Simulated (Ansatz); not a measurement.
Input and command of a calculation in Ansatz (plane waves; scalar-relativistic PAW potentials unless the input names others):

```yaml
crystal:
  lattice:
    - [3.1828122999, 0.0, 0.0]
    - [-1.5914061499, 2.7563963072, 0.0]
    - [0.0, 0.0, 5.1852146248]
  atoms:
    - { symbol: Ga, position: [0.6666666667, 0.3333333333, 0.4991756319] }
    - { symbol: Ga, position: [0.3333333333, 0.6666666667, 0.9991756319] }
    - { symbol: "N", position: [0.6666666667, 0.3333333333, 0.8758243681] }
    - { symbol: "N", position: [0.3333333333, 0.6666666667, 0.3758243681] }
basis:
  ecutwfc: 420
kpoints:
  mp_grid: { grid: [12, 12, 6] }
hamiltonian:
  xc: pbesol
scf:
  occupations: { method: gaussian, width: 0.02 }
  algorithm: direct_min
output:
  forces: true
  eigenvalues: true
  stress: true
```

```bash
ansatz run input.yaml --threads 4 --pin off --max-ram 8192MiB --backend cpu --events-out ev --progress --plain --runs-dir out
```

Abridged log:
```
Basis set: ecut = 420 eV, 893 PW (Γ), exchange–correlation on 48×48×72 points (8 copies of the dense FFT grid, shifted against one another)
Bands: 22, of which v1, the nominal top of the filled ones, is band 18 counted from 1 (17 counted from 0)
Symmetry: 12 space group operations
k-points: 76 of 864 (time reversal used)
SCF iter   1: F=—  HF=-8245.714223 eV  |F-HF|=—  |Δ(HF+E_count)|=         —  Δρ=1.24e-2  dr2=6.88e-2  ethr=1.77e-3  ⟨swp⟩=7.5  Hψ=7582  notcnv=0
SCF iter   2: F=—  HF=-8245.704058 eV  |F-HF|=—  |Δ(HF+E_count)|=   1.02e-2  Δρ=8.89e-3  dr2=3.07e-2  ethr=1.91e-4  ⟨swp⟩=4.6  Hψ=4686  notcnv=0  defer=7
SCF iter   3: F=—  HF=-8245.694289 eV  |F-HF|=—  |Δ(HF+E_count)|=   9.77e-3  Δρ=5.52e-4  dr2=8.87e-5  ethr=1.69e-7  ⟨swp⟩=4.2  Hψ=9366  notcnv=0  defer=7
SCF iter   4: F=—  HF=-8245.694144 eV  |F-HF|=—  |Δ(HF+E_count)|=   1.45e-4  Δρ=1.22e-4  dr2=4.21e-6  ethr=1.69e-7  ⟨swp⟩=3.0  Hψ=4230  notcnv=0
SCF iter   5: F=—  HF=-8245.694143 eV  |F-HF|=—  |Δ(HF+E_count)|=   1.43e-6  Δρ=2.89e-5  dr2=1.94e-7  ethr=8.74e-9  ⟨swp⟩=4.0  Hψ=4329  notcnv=0
SCF iter   6: F=-8245.694143 eV  HF=-8245.694143 eV  |F-HF|=3.38e-8  |Δ(HF+E_count)|=   2.17e-7  Δρ=7.63e-6  dr2=1.89e-8  ethr=4.02e-10  ⟨swp⟩=4.0  Hψ=5189  notcnv=0
SCF 1 converged in 6 iterations: F = -8245.694143 eV  dr2 = 1.89e-8
  Residual-converged pass: ⟨swp⟩=2.9  Hψ=3257  notcnv=0  max |occ|·‖R‖ = 6.7e-6 eV (tolerance 6.7e-6 eV) dr2=1.95e-8  dr2_onsite=2.41e-8  max |Δocc| = 0.0e0
SCF converged after 6 iterations
Stability not checked: this state was not tested for a lower state beside it, because a direct minimisation reached the state, and no test of it is asked (direct_minimisation; see scf.lower_state_search)
Free energy (F): -8245.694143 eV
Harris-Foulkes:  -8245.694143 eV  (|F-HF|=3.38e-8)
Internal energy: -8245.694143 eV  (E = F + TS)
E sigma→0 (E₀):  -8245.694143 eV
Fermi energy:    10.559132 eV
--- Forces (eV/Å), atoms counted from 1 ---
  atom   1  Ga     0.00000000     0.00000000     0.00107583
  atom   2  Ga     0.00000000     0.00000000     0.00107583
  atom   3  N      0.00000000     0.00000000    -0.00108208
  atom   4  N      0.00000000     0.00000000    -0.00108208
--- Stress (GPa, compression-positive) ---
       -0.026858       0.000000       0.000000
        0.000000      -0.026858       0.000000
        0.000000       0.000000      -0.003338
  P = ⅓ Tr σ = -0.0190 GPa (-0.190 kbar)
```

Apart from outputs, empty bands and the relaxation, which only the reference makes, the input differs from a reference run on usual settings in scf.algorithm: not typed → "direct_min". The reference, at the same geometry, ended its own course with pressure -0.02 GPa, largest force 0.001 eV/Å, gap on the mesh 1.88 eV. This run converged in 6 SCF iterations with an energy at zero smearing within 0.01 meV/atom of the reference's, pressure -0.02 GPa, largest force 0.001 eV/Å, gap on the mesh 1.88 eV.

It took 12 s on 4 threads of AMD EPYC (Zen 3), on a shared host, peak memory 0.51 GiB.